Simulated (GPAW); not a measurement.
Runs of GPAW 26.7.0 on FeO (Wuestite). It takes space group R-3m (No. 166, trigonal). The conventional cell has a = 3.038 Å, b = 3.038 Å, c = 7.559 Å, α = 90.00°, β = 90.00°, γ = 120.00°. Fe (site symmetry -3m) has 6 O at 2.16 Å as nearest neighbours. Around O (site symmetry -3m) lie 6 Fe at 2.16 Å. 

| task | level | potentials or basis | U | k mesh | smearing | band path | band points | ranks | mesh quality | gap on the mesh (eV) | pressure (GPa) | moment (μB) |
| --- | --- | --- | --- | --- | --- | --- | --- | --- | --- | --- | --- | --- |
| band structure | PBEsol+U | PAW data sets generated in the run's folder for this functional, pw | Fe d U = 4 eV | 8 × 8 × 8 | fermi-dirac 0.05 eV | GLB1,BZGX,QFP1Z,LP | 80 | - | not flagged | - | -6.4 | 4.00 |
| band structure | SCAN | GPAW PAW data sets (gpaw-data 1.2.1), pw | - | 7 × 7 × 7 | fermi-dirac 0.05 eV | GLB1,BZGX,QFP1Z,LP | 100 | - | coarse | - | -6.4 | 4.01 |
| single point | PBE | GPAW PAW data sets (gpaw-data 1.2.1), pw | - | 11 × 11 × 11 | gaussian 0.05 eV | - | - | - | not flagged | none | -0.3 | 4.00 |
| band structure | PBEsol+U | PAW data sets generated in the run's folder for this functional, pw | Fe d U = 6 eV | 8 × 8 × 8 | fermi-dirac 0.05 eV | GLB1,BZGX,QFP1Z,LP | 80 | - | not flagged | - | -4.9 | 4.03 |
| band structure | vdW-DF2 | GPAW PAW data sets (gpaw-data 1.2.1), pw | - | 7 × 7 × 7 | fermi-dirac 0.05 eV | GLB1,BZGX,QFP1Z,LP | 100 | - | coarse | - | - | 3.99 |
| single point | PBEsol | PAW data sets generated in the run's folder for this functional, pw | - | 11 × 11 × 11 | fermi-dirac 0.05 eV | - | - | - | not flagged | none | -8.0 | 4.00 |
| band structure | PBEsol+U | PAW data sets generated in the run's folder for this functional, pw | Fe d U = 3 eV | 8 × 8 × 8 | fermi-dirac 0.05 eV | GLB1,BZGX,QFP1Z,LP | 80 | - | not flagged | - | (b) | 4.00 |
| band structure | PBE | GPAW PAW data sets (gpaw-data 1.2.1), pw | - | 7 × 7 × 7 | fermi-dirac 0.05 eV | GLB1,BZGX,QFP1Z,LP | 100 | - | coarse | - | (c) | 4.00 |
| band structure | PBEsol | PAW data sets generated in the run's folder for this functional, pw | - | 7 × 7 × 7 | fermi-dirac 0.05 eV | GLB1,BZGX,QFP1Z,LP | 100 | - | coarse | - | -8.0 | 4.01 |
| single point | RPBE | the program's PAW data sets (release 1.2.1) made for this functional, pw | - | 11 × 11 × 11 | gaussian 0.1 eV | - | - | - | not flagged | none | (a) | 4.00 |
| band structure | PBEsol | PAW data sets generated in the run's folder for this functional, pw | - | 8 × 8 × 8 | fermi-dirac 0.05 eV | GLB1,BZGX,QFP1Z,LP | 80 | - | not flagged | - | -7.9 | 4.00 |

Alike in all rows: spin collinear, ferromagnetic start; cell as given; cutoff (eV) 800.

**Question.** Fill in the values left out.

**Answer.** (a) 5.6; (b) -6.9; (c) -0.2.

Caveats: some runs use coarse meshes; a cell with one magnetic atom can't hold antiferromagnetic order, which such compounds often take; semilocal functionals often make such compounds metallic where correlation or magnetic order opens a gap, which also shifts bond lengths (some runs); the PAW data sets were made with another functional, which shifts forces and pressure a little (some runs).

A k mesh can miss the band edges.

A gap of «none» marks a metal or a gap under the smearing width.

Not every run made on this cell is shown here.
